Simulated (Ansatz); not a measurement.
# Gallium, simple cubic under PBEsol: ground state and equation of state, part 2 of 2

Aim: take gallium in the simple cubic structure, relax it, solve it on a dense k-mesh, then scale the cell to 7 volumes from 88 to 112 % of the relaxed one and try a fit of the equation of state. Spin polarisation is left out. The k-meshes are 11×11×11 for the relaxation; 19×19×19 for the dense run; 13×13×13 for the volumes.

Ansatz 0.2.0; DFT, PBEsol, plane waves (420 eV) with PAW, scalar-relativistic.

### 5 At 92 % of the relaxed volume

input.yaml

```yaml
crystal:
  lattice:
    - [2.5854376059, 0.0, 0.0]
    - [0.0, 2.5854376059, 0.0]
    - [0.0, 0.0, 2.5854376059]
  atoms:
    - { symbol: Ga, position: [0.0, 0.0, 0.0] }
hamiltonian:
  xc: pbesol
  pseudopotentials:
    kind: paw
    azcp:
      Ga: "pseudopotentials/Ga.paw.azcp"
basis:
  ecutwfc: 420
  fft_grid_basis: typed
kpoints:
  mp_grid: { grid: [13, 13, 13], shift: [0, 0, 0] }
magnetization:
  spin_polarized: false
scf:
  occupations: { method: fermi_dirac, width: 0.1 }
  lower_state_search: "off"
output:
  stress: true
  write_density: true
  write_potential: true
  elf: true
  volumetric_format: npy
```

What it wrote, shortened:

```text
Warning: <dir> the record states the generating functional pbe (its physics header spells it `PBE`), which answers neither for hamiltonian.xc's functional nor for the pbesol family's — results may be inconsistent (PPs are generated against a specific XC)
Warning: RAYON_NUM_THREADS=2 ignored (pool sized by the plan → 2); use --threads N
[...]
Pseudopotentials: kind: paw
Pseudopotential: Ga, paw, valence charge 13, recommended cutoff 420 eV (normal), <dir>
Functional definition: PBEsol
[...]
Crystal: 1 atoms, lattice volume = 17.282 Å³
Basis set: ecut = 420 eV, 341 PW (Γ)
Bands: 11, of which v1, the nominal top of the filled ones, is band 7 counted from 1 (6 counted from 0)
Symmetry: 48 space group operations
Space group: Pm-3m (ITA 221), of the structure as read, at distance tolerance 2.6e-5 Å
k-points: 84 of 2197
[...]
SCF iter   1: F=—  HF=-3743.092679 eV  |F-HF|=—  |Δ(HF+E_count)|=         —  Δρ=2.02e-3  dr2=2.53e-4  ethr=1.77e-3  ⟨swp⟩=5.0  Hψ=5421  notcnv=0
[...]
SCF iter   6: F=-3743.092248 eV  HF=-3743.092248 eV  |F-HF|=9.55e-12  |Δ(HF+E_count)|=   2.01e-8  Δρ=7.69e-7  dr2=3.80e-11  ethr=4.59e-10  ⟨swp⟩=5.2  Hψ=4673  notcnv=0
[...]
SCF converged after 6 iterations
Free energy (F): -3743.092248 eV
[...]
E sigma→0 (E₀):  -3743.084520 eV
Entropy (-TS):   -0.015456 eV (-15.456 meV/atom)
Fermi energy:    10.465426 eV
[...]
--- Stress (GPa, compression-positive) ---
        5.976507       0.000000      -0.000000
        0.000000       5.976507       0.000000
       -0.000000       0.000000       5.976507
  P = ⅓ Tr σ = 5.9765 GPa (59.765 kbar)
--- Band table (eV; the first three rows and the last of 84) ---
  k-point 0: bands = ["-4.8146", "-4.8146", "-4.0827", "-4.0827", "-4.0827", "-1.1492", "20.4708", "20.4708", "20.4708", "23.2710", "23.2710"]
[...]
```

Run time: 0.93 s. Hardware: 2 threads of Arm Neoverse V1, shared host; peak memory 0.27 GiB.

### 6 At 96 % of the relaxed volume

input.yaml, as its differences from that of step 5:

```diff
@@ -2,5 +2,5 @@
   lattice:
-    - [2.5854376059, 0.0, 0.0]
-    - [0.0, 2.5854376059, 0.0]
-    - [0.0, 0.0, 2.5854376059]
+    - [2.6223774196, 0.0, 0.0]
+    - [0.0, 2.6223774196, 0.0]
+    - [0.0, 0.0, 2.6223774196]
   atoms:
@@ -25,5 +25 @@
   stress: true
-  write_density: true
-  write_potential: true
-  elf: true
-  volumetric_format: npy
```

What it wrote, shortened:

```text
Warning: <dir> the record states the generating functional pbe (its physics header spells it `PBE`), which answers neither for hamiltonian.xc's functional nor for the pbesol family's — results may be inconsistent (PPs are generated against a specific XC)
Warning: RAYON_NUM_THREADS=2 ignored (pool sized by the plan → 2); use --threads N
[...]
[... 3 set-up lines as earlier in the session ...]
[...]
Crystal: 1 atoms, lattice volume = 18.034 Å³
Basis set: ecut = 420 eV, 365 PW (Γ)
Bands: 11, of which v1, the nominal top of the filled ones, is band 7 counted from 1 (6 counted from 0)
[... 2 set-up lines as earlier in the session ...]
k-points: 84 of 2197
[...]
SCF iter   1: F=—  HF=-3743.112690 eV  |F-HF|=—  |Δ(HF+E_count)|=         —  Δρ=1.92e-3  dr2=2.20e-4  ethr=1.77e-3  ⟨swp⟩=5.1  Hψ=5463  notcnv=0
[...]
SCF iter   6: F=-3743.112325 eV  HF=-3743.112325 eV  |F-HF|=6.35e-10  |Δ(HF+E_count)|=   9.98e-8  Δρ=3.61e-6  dr2=9.51e-10  ethr=7.69e-10  ⟨swp⟩=4.0  Hψ=2864  notcnv=0
[...]
SCF converged after 6 iterations
Free energy (F): -3743.112325 eV
[...]
E sigma→0 (E₀):  -3743.104083 eV
Entropy (-TS):   -0.016485 eV (-16.485 meV/atom)
Fermi energy:    9.879744 eV
[...]
--- Stress (GPa, compression-positive) ---
        2.716867       0.000000       0.000000
        0.000000       2.716867       0.000000
       -0.000000       0.000000       2.716867
  P = ⅓ Tr σ = 2.7169 GPa (27.169 kbar)
```

Wall time 0.79 s (2 threads of Arm Neoverse V1, shared host); peak memory 0.26 GiB.

### 7 At 100 % of the relaxed volume

input.yaml, as its differences from that of step 6:

```diff
@@ -2,5 +2,5 @@
   lattice:
-    - [2.6223774196, 0.0, 0.0]
-    - [0.0, 2.6223774196, 0.0]
-    - [0.0, 0.0, 2.6223774196]
+    - [2.6583048624, 0.0, 0.0]
+    - [0.0, 2.6583048624, 0.0]
+    - [0.0, 0.0, 2.6583048624]
   atoms:
@@ -25 +25,5 @@
   stress: true
+  write_density: true
+  write_potential: true
+  elf: true
+  volumetric_format: npy
```

What it wrote, shortened:

```text
Warning: <dir> the record states the generating functional pbe (its physics header spells it `PBE`), which answers neither for hamiltonian.xc's functional nor for the pbesol family's — results may be inconsistent (PPs are generated against a specific XC)
Warning: RAYON_NUM_THREADS=2 ignored (pool sized by the plan → 2); use --threads N
[...]
[... 3 set-up lines as earlier in the session ...]
[...]
Crystal: 1 atoms, lattice volume = 18.785 Å³
Basis set: ecut = 420 eV, 365 PW (Γ)
Bands: 11, of which v1, the nominal top of the filled ones, is band 7 counted from 1 (6 counted from 0)
[... 2 set-up lines as earlier in the session ...]
k-points: 84 of 2197
[...]
SCF iter   1: F=—  HF=-3743.119148 eV  |F-HF|=—  |Δ(HF+E_count)|=         —  Δρ=1.95e-3  dr2=2.37e-4  ethr=1.77e-3  ⟨swp⟩=5.1  Hψ=5466  notcnv=0
[...]
SCF iter   6: F=-3743.118792 eV  HF=-3743.118792 eV  |F-HF|=2.91e-11  |Δ(HF+E_count)|=   1.13e-8  Δρ=3.33e-6  dr2=7.77e-10  ethr=6.84e-10  ⟨swp⟩=5.5  Hψ=4602  notcnv=0
[...]
SCF converged after 6 iterations
Free energy (F): -3743.118792 eV
[...]
E sigma→0 (E₀):  -3743.110016 eV
Entropy (-TS):   -0.017551 eV (-17.551 meV/atom)
Fermi energy:    9.340786 eV
[...]
--- Stress (GPa, compression-positive) ---
        0.137894      -0.000000       0.000000
       -0.000000       0.137894      -0.000000
        0.000000      -0.000000       0.137894
  P = ⅓ Tr σ = 0.1379 GPa (1.379 kbar)
--- Band table (eV; the first three rows and the last of 84) ---
  k-point 0: bands = ["-5.7993", "-5.7993", "-5.1954", "-5.1954", "-5.1954", "-1.6664", "18.7356", "18.7356", "18.7356", "21.5723", "21.5723"]
[...]
```

Wall time 0.94 s (2 threads of Arm Neoverse V1, shared host); peak memory 0.27 GiB.

### 8 At 104 % of the relaxed volume

input.yaml, as its differences from that of step 7:

```diff
@@ -2,5 +2,5 @@
   lattice:
-    - [2.6583048624, 0.0, 0.0]
-    - [0.0, 2.6583048624, 0.0]
-    - [0.0, 0.0, 2.6583048624]
+    - [2.6932865696, 0.0, 0.0]
+    - [0.0, 2.6932865696, 0.0]
+    - [0.0, 0.0, 2.6932865696]
   atoms:
@@ -25,5 +25 @@
   stress: true
-  write_density: true
-  write_potential: true
-  elf: true
-  volumetric_format: npy
```

What it wrote, shortened:

```text
Warning: <dir> the record states the generating functional pbe (its physics header spells it `PBE`), which answers neither for hamiltonian.xc's functional nor for the pbesol family's — results may be inconsistent (PPs are generated against a specific XC)
Warning: RAYON_NUM_THREADS=2 ignored (pool sized by the plan → 2); use --threads N
[...]
[... 3 set-up lines as earlier in the session ...]
[...]
Crystal: 1 atoms, lattice volume = 19.537 Å³
Basis set: ecut = 420 eV, 389 PW (Γ)
Bands: 11, of which v1, the nominal top of the filled ones, is band 7 counted from 1 (6 counted from 0)
[... 2 set-up lines as earlier in the session ...]
k-points: 84 of 2197
[...]
SCF iter   1: F=—  HF=-3743.114810 eV  |F-HF|=—  |Δ(HF+E_count)|=         —  Δρ=1.72e-3  dr2=2.09e-4  ethr=1.77e-3  ⟨swp⟩=5.1  Hψ=5537  notcnv=0
[...]
SCF iter   6: F=-3743.114440 eV  HF=-3743.114440 eV  |F-HF|=6.18e-11  |Δ(HF+E_count)|=   5.51e-9  Δρ=1.47e-6  dr2=1.63e-10  ethr=3.29e-10  ⟨swp⟩=2.6  Hψ=2850  notcnv=0
[...]
SCF converged after 6 iterations
Free energy (F): -3743.114440 eV
[...]
E sigma→0 (E₀):  -3743.105200 eV
Entropy (-TS):   -0.018481 eV (-18.481 meV/atom)
Fermi energy:    8.844066 eV
[...]
--- Stress (GPa, compression-positive) ---
       -1.917151      -0.000000       0.000000
       -0.000000      -1.917151       0.000000
        0.000000       0.000000      -1.917151
  P = ⅓ Tr σ = -1.9172 GPa (-19.172 kbar)
```

It took 0.74 s on 2 threads of Arm Neoverse V1, shared host; peak memory 0.26 GiB.

### 9 At 108 % of the relaxed volume

input.yaml, as its differences from that of step 8:

```diff
@@ -2,5 +2,5 @@
   lattice:
-    - [2.6932865696, 0.0, 0.0]
-    - [0.0, 2.6932865696, 0.0]
-    - [0.0, 0.0, 2.6932865696]
+    - [2.7273824242, 0.0, 0.0]
+    - [0.0, 2.7273824242, 0.0]
+    - [0.0, 0.0, 2.7273824242]
   atoms:
```

What it wrote, shortened:

```text
Warning: <dir> the record states the generating functional pbe (its physics header spells it `PBE`), which answers neither for hamiltonian.xc's functional nor for the pbesol family's — results may be inconsistent (PPs are generated against a specific XC)
Warning: RAYON_NUM_THREADS=2 ignored (pool sized by the plan → 2); use --threads N
[...]
[... 3 set-up lines as earlier in the session ...]
[...]
Crystal: 1 atoms, lattice volume = 20.288 Å³
Basis set: ecut = 420 eV, 389 PW (Γ)
Bands: 11, of which v1, the nominal top of the filled ones, is band 7 counted from 1 (6 counted from 0)
[... 2 set-up lines as earlier in the session ...]
k-points: 84 of 2197
[...]
SCF iter   1: F=—  HF=-3743.101841 eV  |F-HF|=—  |Δ(HF+E_count)|=         —  Δρ=1.48e-3  dr2=1.85e-4  ethr=1.77e-3  ⟨swp⟩=5.1  Hψ=5439  notcnv=0
[...]
SCF iter   6: F=-3743.101466 eV  HF=-3743.101466 eV  |F-HF|=7.78e-11  |Δ(HF+E_count)|=   3.15e-9  Δρ=1.25e-6  dr2=1.47e-10  ethr=4.45e-10  ⟨swp⟩=2.5  Hψ=3124  notcnv=0
[...]
SCF converged after 6 iterations
Free energy (F): -3743.101466 eV
[...]
E sigma→0 (E₀):  -3743.091806 eV
Entropy (-TS):   -0.019319 eV (-19.319 meV/atom)
Fermi energy:    8.385344 eV
[...]
--- Stress (GPa, compression-positive) ---
       -3.556120      -0.000000       0.000000
       -0.000000      -3.556120       0.000000
        0.000000       0.000000      -3.556120
  P = ⅓ Tr σ = -3.5561 GPa (-35.561 kbar)
```

It took 0.76 s on 2 threads of Arm Neoverse V1, shared host; peak memory 0.27 GiB.

### 10 At 112 % of the relaxed volume

input.yaml, as its differences from that of step 9:

```diff
@@ -2,5 +2,5 @@
   lattice:
-    - [2.7273824242, 0.0, 0.0]
-    - [0.0, 2.7273824242, 0.0]
-    - [0.0, 0.0, 2.7273824242]
+    - [2.7606464638, 0.0, 0.0]
+    - [0.0, 2.7606464638, 0.0]
+    - [0.0, 0.0, 2.7606464638]
   atoms:
```

What it wrote, shortened:

```text
Warning: <dir> the record states the generating functional pbe (its physics header spells it `PBE`), which answers neither for hamiltonian.xc's functional nor for the pbesol family's — results may be inconsistent (PPs are generated against a specific XC)
Warning: RAYON_NUM_THREADS=2 ignored (pool sized by the plan → 2); use --threads N
[...]
[... 3 set-up lines as earlier in the session ...]
[...]
Crystal: 1 atoms, lattice volume = 21.039 Å³
Basis set: ecut = 420 eV, 437 PW (Γ)
Bands: 11, of which v1, the nominal top of the filled ones, is band 7 counted from 1 (6 counted from 0)
[... 2 set-up lines as earlier in the session ...]
k-points: 84 of 2197
[...]
SCF iter   1: F=—  HF=-3743.082024 eV  |F-HF|=—  |Δ(HF+E_count)|=         —  Δρ=1.29e-3  dr2=1.72e-4  ethr=1.77e-3  ⟨swp⟩=5.1  Hψ=5432  notcnv=0
[...]
SCF iter   6: F=-3743.081638 eV  HF=-3743.081638 eV  |F-HF|=6.32e-11  |Δ(HF+E_count)|=  7.95e-10  Δρ=1.64e-6  dr2=3.73e-10  ethr=7.16e-10  ⟨swp⟩=2.5  Hψ=3108  notcnv=0
[...]
SCF converged after 6 iterations
Free energy (F): -3743.081638 eV
[...]
E sigma→0 (E₀):  -3743.071518 eV
Entropy (-TS):   -0.020240 eV (-20.240 meV/atom)
Fermi energy:    7.959883 eV
[...]
--- Stress (GPa, compression-positive) ---
       -4.841348       0.000000       0.000000
        0.000000      -4.841348      -0.000000
        0.000000       0.000000      -4.841348
  P = ⅓ Tr σ = -4.8413 GPa (-48.413 kbar)
```

It took 0.76 s on 2 threads of Arm Neoverse V1, shared host; peak memory 0.27 GiB.

### 11 Fitting the volumes

All volumes keep the relaxed shape and fractional coordinates.

| V (Å³/atom) | E − E₀ (meV/atom) | P from the stress (GPa) | P from the fit (GPa) |
| --- | --- | --- | --- |
| 16.531 | 62.5 | 10.13 | 10.03 |
| 17.282 | 25.5 | 5.98 | 5.88 |
| 18.034 | 6.0 | 2.72 | 2.61 |
| 18.785 | 0.0 | 0.14 | 0.03 |
| 19.537 | 4.9 | -1.92 | -2.02 |
| 20.288 | 18.3 | -3.56 | -3.64 |
| 21.039 | 38.5 | -4.84 | -4.93 |

Fit (Birch-Murnaghan, third order): V₀ = 18.794 Å³/atom, B₀ = 57 GPa, B₀′ = 4.8, largest residual 0.05 meV/atom.

The fit is made to E(σ → 0), while the stress belongs to the free energy F; that is one source of the offset between the two pressures.

### 12 What came out

The summary covers parts 1 to 2.

```
                      quantity                         value
space group (spins left aside)               Pm-3m (No. 221)
             conventional cell                   a = 2.658 Å
                        volume                18.785 Å³/atom
             shortest distance                       2.658 Å
               gap on the mesh  none (levels filled in part)
   relative to alpha-Ga (Cmce)                  +87 meV/atom
                   V₀, B₀, B₀′   18.794 Å³/atom, 57 GPa, 4.8
```

**Reading.** The relaxation shrank the cell by 11.2 % in volume. Against the reference form of gallium (alpha-Ga (Cmce), computed apart with the same settings) it stands 87 meV/atom higher. Levels at the Fermi energy are filled in part, as in a metal. The fitted modulus is 57 GPa. Relaxation kept the symmetry; phonons were not checked.
